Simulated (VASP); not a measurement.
Output of a VASP run:

**OSZICAR**
```
       N       E                     dE             d eps       ncg     rms          rms(c)
DAV:   1    -0.717529361574E+01   -0.71753E+01   -0.36372E-01   288   0.532E+00    0.362E+00
DAV:   2    -0.717830485057E+01   -0.30112E-02   -0.99668E-03   386   0.103E+00    0.237E+00
DAV:   3    -0.717794781430E+01    0.35704E-03   -0.40973E-04   385   0.187E-01    0.137E+00
DAV:   4    -0.717777474056E+01    0.17307E-03   -0.57833E-05   317   0.614E-02    0.794E-01
DAV:   5    -0.717771138803E+01    0.63353E-04   -0.22668E-05   307   0.378E-02    0.463E-01
DAV:   6    -0.717768990500E+01    0.21483E-04   -0.90074E-06   309   0.242E-02    0.270E-01
DAV:   7    -0.717768314127E+01    0.67637E-05   -0.36833E-06   322   0.150E-02    0.158E-01
DAV:   8    -0.717768127584E+01    0.18654E-05   -0.14410E-06   297   0.942E-03    0.921E-02
DAV:   9    -0.717768090899E+01    0.36685E-06   -0.45676E-07   186   0.559E-03
   1 F= -.71776809E+01 E0= -.71776809E+01  d E =-.777309E-24
       N       E                     dE             ncg
```

File OUTCAR:
```
------------------------ aborting loop because EDIFF is reached ----------------------------------------
  FORCE on cell =-STRESS in cart. coord.  units (eV):
  Direction    XX          YY          ZZ          XY          YZ          ZX
  --------------------------------------------------------------------------------------
  Total       -0.1459115     -0.1459115     -0.1459115      0.0000000      0.0000000      0.0000000
  in kB       -4.2861831     -4.2861831     -4.2861831      0.0000000      0.0000000      0.0000000
  external PRESSURE =      -4.2861831 kB  Pullay stress =       0.0000000 kB
  volume of cell :       54.54
      direct lattice vectors                 reciprocal lattice vectors
     0.000000000  3.010000000  3.010000000    -0.166112957  0.166112957  0.166112957
     3.010000000  0.000000000  3.010000000     0.166112957 -0.166112957  0.166112957
     3.010000000  3.010000000  0.000000000     0.166112957  0.166112957 -0.166112957
 POSITION                                       TOTAL-FORCE (eV/Angst)
 -----------------------------------------------------------------------------------
      0.00000      0.00000      0.00000         0.000000      0.000000      0.000000
      3.01000      3.01000      3.01000        -0.000000     -0.000000     -0.000000
 -----------------------------------------------------------------------------------
    total drift:                               -0.000000     -0.000000     -0.000000
  FREE ENERGIE OF THE ION-ELECTRON SYSTEM (eV)
  ---------------------------------------------------
  free  energy   TOTEN  =        -7.1776809090 eV

  energy  without entropy=       -7.1776809090  energy(sigma->0) =       -7.17768091

  exchange ACFDT corr.  =         0.00000000  see jH, gK, PRB 81, 115126
```
(Selected blocks of OUTCAR.)

### POSCAR
```
LiI
1
    0.0000000000     3.0100000000     3.0100000000
    3.0100000000     0.0000000000     3.0100000000
    3.0100000000     3.0100000000     0.0000000000
Li I
1 1
Direct
  0.0000000000   0.0000000000   0.0000000000
  0.5000000000   0.5000000000   0.5000000000
```

Task: Write an INCAR and KPOINTS that could have produced this output.

Result: This is not unique; one that fits is the input of the run itself, PBE0 hybrid, plane waves, VASP's PBE PAW potentials (set 64).

### KPOINTS_OPT
```
named points and PBE's band edges
10
Reciprocal
  0.000000   0.000000   0.000000 1 ! GAMMA
  0.500000   0.000000   0.500000 1 ! X
  0.500000   0.500000   0.500000 1 ! L
  0.500000   0.250000   0.750000 1 ! W
  0.375000   0.375000   0.750000 1 ! K
  0.625000   0.250000   0.625000 1 ! U
  0.080360   0.080360   0.160710 1 ! near an edge
  0.107140   0.107140   0.214290 1 ! near an edge
  0.053570   0.053570   0.107140 1 ! near an edge
  0.035710   0.000000   0.035710 1 ! near an edge
```

### KPOINTS
```
Automatic mesh
0
Gamma
6 6 6
0 0 0
```

**INCAR**
```
ISYM = 3
SIGMA = 0.05   ! width (eV)
SYSTEM = LiI
LMAXMIX = 4
LWAVE = .FALSE.
LCHARG = .FALSE.
EDIFF = 1E-6   ! SCF stop (eV)
PRECFOCK = Fast
ISMEAR = 0   ! Gaussian
PREC = Accurate
ENCUT = 520   ! plane-wave cut-off (eV)
ALGO = Normal   ! blocked Davidson
LREAL = .FALSE.
AEXX = 0.25
LHFCALC = .TRUE.
NELM = 60   ! most electronic steps
LASPH = .TRUE.   ! aspherical one-centre terms
HFRCUT = -1
ISIF = 2   ! forces and stress, cell fixed
GGA = PE   ! PBE
```

POTCAR, in this order: Li_sv I (PBE.64 set). Program: vasp_std. Read from the step before: WAVECAR.

The compound is LiI in the rock salt structure. The cell was not relaxed at this level.
